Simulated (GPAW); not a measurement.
Runs of GPAW 26.7.0 on TiSe. The structure is hexagonal, space group P6_3/mmc (No. 194). The conventional cell has a = 3.559 Å, b = 3.559 Å, c = 6.220 Å, α = 90.00°, β = 90.00°, γ = 120.00°. Se (site symmetry -6m2) is surrounded by 6 Ti at 2.58 Å. Ti (site symmetry -3m) is surrounded by 6 Se at 2.58 Å. 

```csv
task,level,potentials or basis,cell,k mesh,band path,band points,optimizer,fmax,max steps,gap on the mesh (eV),pressure (GPa),relaxed volume (Å³/atom)
band structure,LDA,"the program's PAW data sets (release 1.2.1) made for this functional, pw",as given,7 × 7 × 4,"GMKGALHA,LM,KH",80,-,-,-,-,(a),-
relaxation of cell and atoms,PBEsol+D3(BJ),"PAW data sets generated in the run's folder for this functional, pw",relaxed,6 × 6 × 3,-,-,BFGS,0.02 eV/Å,60,none,0.0,15.83
single point,PBEsol,"PAW data sets generated in the run's folder for this functional, pw",as given,9 × 9 × 5,-,-,-,-,-,none,-0.6,-
relaxation of cell and atoms,PBEsol+D3(BJ)+ATM,"PAW data sets generated in the run's folder for this functional, pw",relaxed,6 × 6 × 3,-,-,BFGS,0.02 eV/Å,60,none,0.0,(c)
relaxation of cell and atoms,PBEsol,"PAW data sets generated in the run's folder for this functional, pw",relaxed,6 × 6 × 3,-,-,BFGS,0.02 eV/Å,60,none,0.1,16.50
relaxation of cell and atoms,PBEsol+D4,"PAW data sets generated in the run's folder for this functional, pw",relaxed,6 × 6 × 3,-,-,BFGS,0.02 eV/Å,60,none,0.1,(b)
relaxation of cell and atoms,PBEsol+D3,"PAW data sets generated in the run's folder for this functional, pw",relaxed,6 × 6 × 3,-,-,BFGS,0.02 eV/Å,60,none,-0.1,16.18
band structure,PBEsol,"PAW data sets generated in the run's folder for this functional, pw",as given,7 × 7 × 4,"GMKGALHA,LM,KH",80,-,-,-,-,-0.7,-
```

Alike in all rows: no spin polarisation; cutoff (eV) 600; smearing fermi-dirac 0.05 eV.

Problem. Estimate the missing entries.

Solution. (a) -4.1; (b) 16.24; (c) 15.95.

Caveats: later steps reuse the first step's grids (some runs); pairwise dispersion overbinds metals, which lowers pressure and volume (some runs).

A k mesh can miss the band edges, and the runs leave out spin-orbit coupling on Se.

A gap of «none» marks a metal or a gap under the smearing width.

Not every run made on this cell is shown here.
